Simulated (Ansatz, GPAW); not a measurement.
Given: the input of a run of Ansatz 0.2.0 on LiCl. 

Contents of input.yaml:

```yaml
crystal:
  lattice:
    - [0.0, 2.56477, 2.56477]
    - [2.56477, 0.0, 2.56477]
    - [2.56477, 2.56477, 0.0]
  atoms:
    - { symbol: Cl, position: [0.5, 0.5, 0.5] }
    - { symbol: Li, position: [0.0, 0.0, 0.0] }
kpoints:
  mp_grid: { grid: [9, 9, 9] }
scf:
  occupations: { method: gaussian, width: 0.022 }
hamiltonian:
  xc: pbe
  pseudopotentials: { kind: all_electron, lapw: { basis_error: 0.001 } }
output:
  forces: true
  stress: true
  eigenvalues: true
```

Potentials or basis: all-electron LAPW, scalar-relativistic.

Run with:

```console
$ ansatz run input.yaml --threads 1 --pin off --max-ram 3072MiB --backend cpu --events-out ev --progress --plain --runs-dir out
```

Set up the same calculation for GPAW 26.7.0 (ASE script). Potentials or basis there: GPAW PAW data sets (gpaw-data 1.2.1), cutoff 800 eV.

As run (cutoffs and basis follow the program's own potentials, and thresholds, step limits or extra output files can differ):

run.py

```python
from ase.dft.bandgap import bandgap
from ase.io import read, write
from ase.units import Bohr, GPa
from gpaw import GPAW, PW
from gpaw.elf import elf_from_dft_calculation

atoms = read('LiCl.xyz')

calc = GPAW(mode=PW(800),
            xc='PBE',
            kpts={'size': (9, 9, 9), 'gamma': True},
            occupations={'name': 'methfessel-paxton', 'order': 0, 'width': 0.022},
            nbands=11,
            convergence={'density': 1e-05, 'energy': 1e-05},
            maxiter=150,
            txt='gpaw.txt')
atoms.calc = calc
energy = atoms.get_potential_energy()
forces = atoms.get_forces()
stress = atoms.get_stress()
calc.write('gs.gpw')
write('result.traj', atoms)
print(f'Energy: {energy:.6f} eV')
print('Forces (eV/A):')
print(forces.round(4))
print('Stress (GPa):', (stress / GPa).round(3))
print('Fermi level:', round(calc.get_fermi_level(), 4), 'eV')
print(f'Gap: {bandgap(calc)[0]:.4f} eV, direct: {bandgap(calc, direct=True)[0]:.4f} eV')

# fields on the real-space grid
write('density.cube', atoms, data=calc.get_pseudo_density() * Bohr**3)
write('potential.cube', atoms, data=calc.get_electrostatic_potential())
write('elf.cube', atoms, data=elf_from_dft_calculation(calc).data)
```

File LiCl.xyz:

```xyz
2
Lattice="0.0000000000 2.5647700000 2.5647700000 2.5647700000 0.0000000000 2.5647700000 2.5647700000 2.5647700000 0.0000000000" Properties=species:S:1:pos:R:3 pbc="T T T"
Cl     2.5647700000      2.5647700000      2.5647700000
Li     0.0000000000      0.0000000000      0.0000000000
```

Potentials or basis: GPAW PAW data sets (gpaw-data 1.2.1), pw.

Run with:

```bash
$ OMP_NUM_THREADS=1 python run.py
```

Both were run:

|  | Ansatz | GPAW |
| --- | --- | --- |
| Pressure | 0.4 GPa | 0.5 GPa |

Where Ansatz's input types no cutoff or centring, it takes its own default and a Γ-centred mesh.

Pressure is positive in compression.
